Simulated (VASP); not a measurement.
Runs of VASP 6.6.1 on BN. It takes space group F-43m (No. 216, cubic). The conventional cell has a = 3.615 Å, b = 3.615 Å, c = 3.615 Å, α = 90.00°, β = 90.00°, γ = 90.00°. B (site symmetry -43m) has 4 N at 1.57 Å as nearest neighbours. N (site symmetry -43m) is surrounded by 4 B at 1.57 Å. The cell was built by a generator and isn't the measured one.

| cell | P gpa | target pressure | gap on the mesh (eV) | pressure (GPa) |
| --- | --- | --- | --- | --- |
| relaxed to 100 GPa | 100 | 100 GPa | (a) | 100.0 |
| relaxed to 50 GPa | 50 | 50 GPa | 4.56 | 50.0 |
| relaxed to 160 GPa | 160 | 160 GPa | 4.69 | 160.0 |
| relaxed | 0 | - | 4.45 | 0.0 |

Alike in all rows: task relaxation of cell and atoms; level PBE; potentials or basis VASP PAW PBE potentials, release 64 (B, N); no spin polarisation; k mesh 16 × 16 × 16; cutoff (eV) 600; smearing fermi-dirac 0.05 eV.

Q: Fill in the values left out.

A: (a) 4.63.

Caveats: the cell is relaxed towards a set pressure, so the enthalpy falls and the energy may rise (some runs).

A k mesh can miss the band edges.
